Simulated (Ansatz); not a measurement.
# Te: the cost of one run

Computed with Ansatz 0.2.0 (DFT PBE, scalar-relativistic, unless a step's input says otherwise).

### Step 1. Starting point

It takes space group P3_121 (No. 152, trigonal). The conventional cell has a = 4.458 Å, b = 4.458 Å, c = 5.925 Å, α = 90.00°, β = 90.00°, γ = 120.00°. Te (site symmetry 2) is surrounded by 2 Te at 2.79 Å.

Structure file:

```xyz
3
Lattice="4.4580 0.0000 0.0000 -2.2290 3.8607 0.0000 0.0000 0.0000 5.9250" Properties=species:S:1:pos:R:3 pbc="T T T"
Te    3.3212    0.0000    1.9750
Te   -1.6606    2.8763    3.9500
Te    0.5684    0.9845    0.0000
```

Atoms are numbered in the order of the input: Te1, Te2, Te3.

### Step 2. After the deformation

Space group P3_121 before, P3_121 after.

### Step 3. Full-potential LAPW

Contents of input.yaml:

```yaml
crystal:
  lattice:
    - [4.4579994587, 0.0, 0.0]
    - [-2.2289997294, 3.8607407813, 0.0]
    - [0.0, 0.0, 6.10275]
  atoms:
    - { symbol: Te, position: [0.745, 0.0, 0.3333333333] }
    - { symbol: Te, position: [0.0, 0.745, 0.6666666667] }
    - { symbol: Te, position: [0.255, 0.255, 0.0] }
kpoints:
  mp_grid: { grid: [9, 9, 6] }
  band_path:
    path:
      - [0.0, 0.0, 0.0]
      - [0.5, 0.0, 0.0]
      - [0.3333333333, 0.3333333333, 0.0]
      - [0.0, 0.0, 0.0]
      - [0.0, 0.0, 0.5]
      - [0.5, 0.0, 0.5]
      - [0.3333333333, 0.3333333333, 0.5]
      - [0.0, 0.0, 0.5]
      - [0.5, 0.0, 0.5]
    npoints: 5
scf:
  occupations: { method: fermi_dirac, width: 0.08 }
hamiltonian:
  xc: pbe
  pseudopotentials: { kind: all_electron, lapw: { basis_error: 0.0005 } }
output:
  forces: true
  stress: true
  eigenvalues: true
```

The run is started by

```
$ ansatz run input.yaml --threads 1 --pin off --max-ram 4096MiB --backend cpu --events-out ev --progress --plain --runs-dir out
```

**Question.** How long does this run take on 1 thread of Intel Xeon Platinum 8488C (Sapphire Rapids), shared host, and how much memory does it need?

About 84 s, with a peak of 0.55 GiB.
